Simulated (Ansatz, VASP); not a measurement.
Be: VASP beside Ansatz

File INCAR:

```
SYSTEM = Be
  PREC = Accurate
  ENCUT = 520
  EDIFF = 1E-6
  ISMEAR = -1
  SIGMA = 0.05
  LREAL = .False.
  LASPH = .True.
  NELM = 60
  ALGO = Normal
  ISIF = 2
  LWAVE = .False.
  LCHARG = .False.
  GGA = PS
  NBANDS = 9
```

Contents of KPOINTS:

```
Automatic mesh
0
Gamma
  13 13 8
  0 0 0
```

File POSCAR:

```
Be
1.0
    2.2853000000      0.0000000000      0.0000000000
   -1.1426500000      1.9791278553      0.0000000000
    0.0000000000      0.0000000000      3.5842000000
Be
2
Direct
    0.6666666667      0.3333333333      0.7500000000
    0.3333333333      0.6666666667      0.2500000000
```

File input.yaml:

```yaml
crystal:
  lattice:
    - [2.2853, 0.0, 0.0]
    - [-1.14265, 1.9791278553, 0.0]
    - [0.0, 0.0, 3.5842]
  atoms:
    - { symbol: Be, position: [0.6666666667, 0.3333333333, 0.75] }
    - { symbol: Be, position: [0.3333333333, 0.6666666667, 0.25] }
kpoints:
  mp_grid: { grid: [13, 13, 8] }
scf:
  occupations: { method: fermi_dirac, width: 0.05 }
hamiltonian:
  xc: pbesol
  pseudopotentials: { kind: all_electron, lapw: { basis_error: 0.001 } }
output:
  forces: true
  stress: true
  eigenvalues: true
```

Change from the starting cell: strain_z_fixed_volume = 0.

Alike in both runs: task single point; functional PBEsol; k mesh 13 × 13 × 8; occupations fermi-dirac, width 0.05 eV; no spin polarisation.

```csv
,VASP,Ansatz
version,VASP 6.6.1,Ansatz 0.2.0
potentials or method,"VASP PAW PBE potentials, release 64 (Be)","all-electron LAPW, scalar-relativistic"
plane-wave cutoff (eV),520,see its input
```

VASP gave:

```
gap on the k mesh at the Fermi level (eV)       : none
pressure (GPa)                                  : -3.5
largest component of the traceless stress (GPa) : 0.53
```

What did Ansatz give for the same quantities?

gap on the k mesh at the Fermi level (eV): none; pressure (GPa): -3.9; largest component of the traceless stress (GPa): 0.59.

A gap of «none» marks a metal or a gap that the smearing closes. Ansatz ran all-electron here, so the differences hold the error of VASP's frozen core and of both bases.

Caveats: the PAW data sets were made with another functional, which shifts forces and pressure a little (VASP).
